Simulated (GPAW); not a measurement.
**WC (Qusongite) in GPAW: convergence with convergence criteria**

Input of the first run (convergence criteria density=0.001 energy=0.01 eigenstates=0.0001); the others differ in this setting and in those tied to it:

run.py

```python
from ase import Atoms
from ase.dft.bandgap import bandgap
from ase.io import write
from ase.units import GPa
from gpaw import GPAW, PW

atoms = Atoms(['W', 'C'],
              cell=[[2.9065, 0.0, 0.0],
                    [-1.45325, 2.5171028361, 0.0],
                    [0.0, 0.0, 2.8366]],
              scaled_positions=[[0.0, 0.0, 0.0],
                                [0.6666666667, 0.3333333333, 0.5]],
              pbc=True)

calc = GPAW(mode=PW(800),
            xc='MGGA_X_R2SCAN+MGGA_C_R2SCAN',
            kpts={'size': (8, 8, 7), 'gamma': True},
            occupations={'name': 'fermi-dirac', 'width': 0.05},
            nbands=19,
            convergence={'density': 0.001, 'energy': 0.01, 'eigenstates': 0.0001},
            maxiter=100,
            txt='gpaw.txt')
atoms.calc = calc
energy = atoms.get_potential_energy()
forces = atoms.get_forces()
stress = atoms.get_stress()
calc.write('gs.gpw')
write('result.traj', atoms)
print(f'Energy: {energy:.6f} eV')
print('Forces (eV/A):')
print(forces.round(4))
print('Stress (GPa):', (stress / GPa).round(3))
print('Fermi level:', round(calc.get_fermi_level(), 4), 'eV')
print(f'Gap: {bandgap(calc)[0]:.4f} eV, direct: {bandgap(calc, direct=True)[0]:.4f} eV')
```

Potentials or basis: GPAW PAW data sets (gpaw-data 1.2.1), pw.

Launch:

```sh
$ OMP_NUM_THREADS=1 python run.py
```

Hardware: 1 thread of Arm Neoverse V1, on a shared host.

| convergence criteria | energy less the tightest run, at zero smearing (meV/atom) | SCF cycles | CPU time (s) | peak memory (GiB) |
| --- | --- | --- | --- | --- |
| density=0.001 energy=0.01 eigenstates=0.0001 | 0.00 | 7 | 26 | 0.28 |
| default | 0.00 | 9 | 34 | 0.28 |
| density=1e-05 energy=1e-05 | 0.00 | 10 | 36 | 0.28 |
| density=1e-05 forces=0.0001 | 0.00 | 11 | 37 | 0.28 |
| density=1e-06 energy=1e-06 eigenstates=1e-10 | 0.00 | 11 | 39 | 0.28 |

Against the tightest run, the energy stays within 1 meV/atom from density=0.001 energy=0.01 eigenstates=0.0001 on. The tightest run that finished is the yardstick and may itself not be fully converged.

Caveat, for the tightest run too: the PAW data sets were made with another functional, which shifts forces and pressure a little. Spin-orbit coupling is left out, which matters for the levels of W.
